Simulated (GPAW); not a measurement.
TiO:

```
Ti O
1.0
     3.03100    0.00000    0.00000
    -1.51550    2.62492    0.00000
     0.00000    0.00000    3.23770
Ti O
1 1
Direct
  0.66667 0.33333 0.00000
  0.00000 0.00000 0.50000
```

* Program: GPAW 26.7.0
* Task: relaxation of cell and atoms
* Functional: PBEsol
* Dispersion: D3(BJ)
* Potentials or basis: PAW data sets generated in the run's folder for this functional
* Cutoff: 800 eV
* Basis: pw
* k mesh: 9 × 9 × 7
* Occupations: fermi-dirac, width 0.05 eV
* Spin: no spin polarisation

At the start: pressure -43.9 GPa; volume 12.88 Å³/atom.

Task: Where does the relaxation end?

Result: Over 7 steps the energy falls by 711.4 meV/atom and the volume is 9.22 Å³/atom (-28.4 %); space group P-6m2 (No. 187, to 0.05 Å).

The path:
| step | energy change (eV) | largest force (eV/Å) | pressure (GPa) | volume (Å³) |
| --- | --- | --- | --- | --- |
| 1 | 0.0000 | 0.0000 | -43.90 | 25.76 |
| 2 | -0.5145 | 0.0000 | -40.36 | 23.88 |
| 3 | -1.4065 | 0.0000 | -7.88 | 18.99 |
| 4 | -1.4182 | 0.0000 | 4.06 | 18.17 |
| 5 | -1.4220 | 0.0000 | 0.26 | 18.41 |
| 6 | -1.4222 | 0.0000 | 0.12 | 18.42 |
| 7 | -1.4229 | 0.0000 | -0.02 | 18.44 |

Final structure:
```
Ti O
1.0
     2.76738    0.00000    0.00000
    -1.38369    2.39662    0.00000
     0.00000    0.00000    2.78028
Ti O
1 1
Cartesian
  1.3837 0.7989 0.0000
  0.0000 0.0000 1.3901
```

Caveat: later steps reuse the first step's grids; the volume moved by over 15 % at a fixed basis, so the end points are rough; pairwise dispersion overbinds metals, which lowers pressure and volume.
